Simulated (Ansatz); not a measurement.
A In₄O₅ cell: a crystal with O atoms taken out, relaxed.

```xyz
18
Lattice="-2.7035 -4.8812 0.0414 -2.7215 1.5953 4.8551 -5.4656 3.3302 -4.9136" Properties=species:S:1:pos:R:3 pbc="T T T"
In   -2.6551   -1.7115    0.4420
In   -5.6610    3.3746    0.4041
In   -5.4099   -0.0894    2.0101
In   -8.0056   -1.6662   -2.8652
In   -8.1944    1.6108   -0.4246
In   -2.8943    1.5364   -0.4777
In   -5.2572    0.0318   -1.8212
In   -2.7378    1.6208    2.7125
O    -3.8598    0.0016    3.6389
O    -6.5678   -1.5074   -1.0887
O    -8.9683   -0.1186   -1.3424
O    -6.2808    1.9269   -1.2483
O    -3.5404   -2.9932   -1.2146
O    -6.8791    0.1572   -3.6078
O    -4.4472    1.6824    1.2728
O    -1.9351    0.1790    1.1341
O    -7.3227    0.3189    1.2307
O    -4.6370   -1.8460    1.1575
```

Method: DFT PBE, scalar-relativistic, plane waves, PAW (Ansatz).

Plane waves to 420 eV, a k mesh through Γ of 6×6×4 on the computed 18-atom cell and Gaussian smearing (0.02 eV); no spin polarisation.

Describe its local order.

Counting as bonded all pairs within 1.2 times the summed covalent radii, but none from a metal cation to another cation:

```tsv
atom → neighbour	mean count	mean length (Å)	spread (Å)
In → O	5.00	2.24	0.09
O → In	4.00	2.24	0.09
```

Angles between all pairs of such bonds at an atom (mean ± spread): 101 ± 28° at In, 110 ± 16° at O.

Does it have a gap?

It has a gap on the mesh of 0.79 eV. Levels at Γ next to the Fermi level (eV from it): -2.54, -2.44, -2.39, -2.31, -2.22, -0.65, 0.82, 1.88, 2.08, 2.75, 3.29, 3.51. It lies 1.30 eV/atom below the elements' standard states (static lattices, no corrections for gases).

Cost: 2 runs of about 5.3 core-minutes in all (earlier runs that led there not counted), on Intel Xeon 6975P-C (Granite Rapids) (shared hosts).